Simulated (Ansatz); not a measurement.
In ZrN (rock salt type) the Zr atom of the primitive cell, with all its periodic images, is moved by 0.02 Å along x.

```
Zr N
1.0
     0.00000    2.30000    2.30000
     2.30000    0.00000    2.30000
     2.30000    2.30000    0.00000
Zr N
1 1
Direct
  0.99565 0.00435 0.00435
  0.50000 0.50000 0.50000
```

Method: PBE, plane waves, PAW datasets (generated soft set 1) in Ansatz 0.2.0 development build.

Cutoff 420 eV; k-mesh 8×8×8 Γ-centred; Fermi–Dirac smearing of 0.1 eV; no spin polarisation.

Task: What force results, and what does it mean for the zone-centre vibration?

Result: The force on it along the displacement is -0.1961 eV/Å, a force constant of 9.81 eV/Å². With the reduced mass of 12.14 u the zone-centre optical mode lies at 469 cm⁻¹ (14.05 THz) in this finite-step estimate.

```csv
atom,Fx (eV/Å),Fy (eV/Å),Fz (eV/Å)
Zr1,-0.1961,0.0000,0.0000
N2,0.1960,0.0000,0.0000
```

The k-mesh is modest, so these values aren't fully converged in k.
